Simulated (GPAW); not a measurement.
The system is Ti2Co.

```
CELL_PARAMETERS angstrom
0.00000 3.36500 3.36500
3.36500 0.00000 3.36500
3.36500 3.36500 0.00000
ATOMIC_POSITIONS crystal
Co 0.75000 0.75000 0.75000
Co 0.50000 0.50000 0.50000
Ti 0.12500 0.62500 0.12500
Ti 0.12500 0.12500 0.62500
Ti 0.62500 0.12500 0.12500
Ti 0.12500 0.12500 0.12500
```

Base run:

| Item | Value |
| --- | --- |
| Program | GPAW 26.7.0 |
| Functional | PBEsol |
| Potentials or basis | PAW data sets generated in the run's folder for this functional |
| Cutoff | 600 eV |
| Basis | pw |
| k mesh | 5 × 5 × 5 |
| Occupations | fermi-dirac, width 0.05 eV |
| Spin | collinear spin, ferromagnetic start |
| Starting moments | [2.0, 2.0, 1.0, 1.0, 1.0, 1.0] μB |
| Hubbard terms | Co d U = 3 eV |

Its results: pressure 22.9 GPa; net moment 2.87 μB per cell; site moments Co +1.85; Ti -0.07 μB.

After a change of settings the same cell gave: pressure 17.9 GPa; net moment 1.90 μB per cell; site moments Co +1.12; Ti -0.01 μB. Which change was it?
A. hubbard terms from Co d U = 3 eV to Co d U = 2 eV
B. hubbard terms from Co d U = 3 eV to Co d U = 1 eV
C. hubbard terms from Co d U = 3 eV to none

B.

Caveats: the U is typed as a test and isn't derived for this compound.
